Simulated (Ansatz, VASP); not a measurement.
# Sb: VASP beside Ansatz

INCAR

```
SYSTEM = Sb
PREC = Accurate ; ENCUT = 520
EDIFF = 1E-7 ; ISMEAR = -1
SIGMA = 0.05 ; LREAL = .False.
LASPH = .True. ; NELM = 100
ALGO = Normal ; ISIF = 2
LWAVE = .False. ; LCHARG = .False.
GGA = PS ; NBANDS = 12
```

File KPOINTS:

```
regular mesh
0
Gamma
  9 9 5
  0 0 0
```

The input POSCAR:

```
Sb
1.0
    3.3986760653      0.0000000000      0.0000000000
   -1.6993380327      2.9433398118      0.0000000000
    0.0000000000      0.0000000000      5.5421447030
Sb
2
Direct
    0.6666666667      0.3333333333      0.7500000000
    0.3333333333      0.6666666667      0.2500000000
```

The input input.yaml:

```yaml
crystal:
  lattice:
    - [3.3986760653, 0.0, 0.0]
    - [-1.6993380327, 2.9433398118, 0.0]
    - [0.0, 0.0, 5.542144703]
  atoms:
    - { symbol: Sb, position: [0.6666666667, 0.3333333333, 0.75] }
    - { symbol: Sb, position: [0.3333333333, 0.6666666667, 0.25] }
hamiltonian:
  xc: pbesol
  pseudopotentials: { kind: paw }
kpoints:
  mp_grid: { grid: [9, 9, 5] }
scf:
  occupations: { method: fermi_dirac, width: 0.05 }
output:
  forces: true
  stress: true
  eigenvalues: true
```

Change from the starting cell: volume scaled by 1.04.

Alike in both runs: task single point; functional PBEsol; k mesh 9 × 9 × 5; occupations fermi-dirac, width 0.05 eV; no spin polarisation.

|  | VASP | Ansatz |
| --- | --- | --- |
| version | VASP 6.6.1 | Ansatz 0.2.0 |
| potentials or method | VASP PAW PBE potentials, release 64 (Sb) | Ansatz PAW |
| plane-wave cutoff (eV) | 520 | 420 |
| valence electrons in the cell | 10 | 30 |

```csv
,VASP,Ansatz,Ansatz less VASP
gap on the k mesh at the Fermi level (eV),none,none,-
pressure (GPa),-3.8,-3.7,+0.04
largest component of the traceless stress (GPa),0.26,0.26,-0.002
```

A gap of «none» marks a metal or a gap that the smearing closes. The functional is the same, so the differences come from potentials, cutoffs and numerics. The two sets of potentials don't hold the same shells in valence.

Caveats: the PAW data sets were made with another functional, which shifts forces and pressure a little (VASP); the PAW data sets come from PBE, with cores solved anew for the run's functional, which leaves a small shift of forces and pressure (Ansatz). The runs have no spin-orbit coupling, so splittings on Sb are missing.
